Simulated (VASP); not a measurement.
Wanted: the native input for a VASP 6.6.1 run.

| Item | Value |
| --- | --- |
| Task | density of states |
| Functional | PBE |
| Potentials or basis | VASP PAW PBE potentials, release 64 (Ti_sv, B) |
| Cutoff | 520 eV |
| k mesh | 9 × 9 × 8 |
| Occupations | gaussian, width 0.1 eV |
| Spin | no spin polarisation |
| k mesh for the DOS | 14 × 14 × 12 |
| Occupations for the DOS | tetrahedron |
| Further INCAR settings | ALGO = Fast; EDIFF = 1e-07 |

TiB2:

```
Ti B
1.0
     3.03422    0.00000    0.00000
    -1.51711    2.62771    0.00000
     0.00000    0.00000    3.22146
Ti B
1 2
Direct
  0.00000 0.00000 0.00000
  0.33333 0.66667 0.50000
  0.66667 0.33333 0.50000
```

One way to write it, as run:

POSCAR

```
TiB2                                    
1.0
    3.0342228644      0.0000000000      0.0000000000
   -1.5171114322      2.6277140782      0.0000000000
    0.0000000000      0.0000000000      3.2214576461
  Ti              B             
     1     2
Direct
     0.0000000000000000    0.0000000000000000    0.0000000000000000
     0.3333333300000021    0.6666666699999979    0.5000000000000000
     0.6666666699999979    0.3333333300000021    0.5000000000000000
```

INCAR.step1

```
  PREC = Accurate
  ENCUT = 520
  EDIFF = 1E-7
  ISMEAR = 0
  SIGMA = 0.1
  LREAL = F
  LASPH = T
  NELM = 100
  ALGO = Fast
  ISIF = 2
  LWAVE = F
  LCHARG = T
  LMAXMIX = 4
  GGA = PE
```

KPOINTS.step1

```
Automatic mesh
0
Gamma
  9 9 8
```

INCAR.step2

```
  PREC = Accurate
  ENCUT = 520
  EDIFF = 1E-7
  ISMEAR = -5
  SIGMA = 0.1
  LREAL = F
  LASPH = T
  NELM = 100
  ALGO = Fast
  ISIF = 2
  LWAVE = F
  LCHARG = F
  LMAXMIX = 4
  GGA = PE
  LORBIT = 10
  NEDOS = 2001
  ICHARG = 11
```

KPOINTS.step2

```
Automatic mesh
0
Gamma
  14 14 12
```

Potentials or basis: VASP PAW PBE potentials, release 64 (Ti_sv, B).

The run is started by

```bash
$ cat potpaw_PBE.64/Ti_sv/POTCAR potpaw_PBE.64/B/POTCAR > POTCAR
$ cp INCAR.step1 INCAR
$ cp KPOINTS.step1 KPOINTS
$ mpirun -np 1 vasp_std > vasp.out
$ cp INCAR.step2 INCAR
$ cp KPOINTS.step2 KPOINTS
$ mpirun -np 1 vasp_std > vasp.out
```

Results of the run:

```
Valence electrons inside the program's atomic spheres : Ti 10.42; B 2.01
```

It took 81 s on 1 thread of Intel(R) Xeon(R) Platinum 8488C (Sapphire Rapids) (shared host), peak memory 0.18 GiB.
